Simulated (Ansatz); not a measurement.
# Cu: the cost of one run

Method: DFT PBE, scalar-relativistic, plane waves, PAW, in Ansatz 0.2.0.

2 further runs of the same task are left out: 2 set aside as unsound or not needed.

**1. The system as given**

Symmetry: I4/mmm, No. 139, tetragonal system. The conventional cell has a = 2.951 Å, b = 2.951 Å, c = 2.759 Å, α = 90.00°, β = 90.00°, γ = 90.00°. Cu (site symmetry 4/mmm) is surrounded by 10 Cu at 2.50 to 2.76 Å.

Coordinates:

```cif
data_structure
_symmetry_space_group_name_H-M 'I4/mmm'
_symmetry_Int_Tables_number 139
_cell_length_a 2.9511
_cell_length_b 2.9511
_cell_length_c 2.7591
_cell_angle_alpha 90.000
_cell_angle_beta 90.000
_cell_angle_gamma 90.000
_cell_volume 24.03
loop_
_atom_site_label
_atom_site_type_symbol
_atom_site_symmetry_multiplicity
_atom_site_Wyckoff_symbol
_atom_site_fract_x
_atom_site_fract_y
_atom_site_fract_z
_atom_site_occupancy
Cu1 Cu 2 a 0.00000 0.00000 0.00000 1
```

It goes back to an entry of the Materials Project, which need not be the stable form.

It is built from the cell relaxed beforehand with the same method (12.01 Å³/atom).

**2. Zero of the scan**

File input.yaml:

```yaml
crystal:
  lattice:
    - [-1.4755302431, 1.4755302431, 1.3795566846]
    - [1.4755302431, -1.4755302431, 1.3795566846]
    - [2.9510604861, 2.9510604861, 0.0]
  atoms:
    - { symbol: Cu, position: [0.0, 0.0, 0.0] }
    - { symbol: Cu, position: [0.5, 0.5, 0.5] }
basis:
  ecutwfc: 420
kpoints:
  mp_grid: { grid: [14, 14, 8] }
hamiltonian:
  xc: pbe
scf:
  occupations: { method: gaussian, width: 0.15 }
output:
  forces: true
  stress: true
  eigenvalues: true
  write_density: true
  write_potential: true
  elf: true
  volumetric_format: npy
```

On the command line:

```sh
> ansatz run input.yaml --threads 1 --pin off --max-ram 2560MiB --backend cpu --events-out ev --progress --plain --runs-dir out
```

What time and memory should one allow on 1 thread of Arm Neoverse V2, shared host?

About 9.3 s, with a peak of 0.39 GiB.
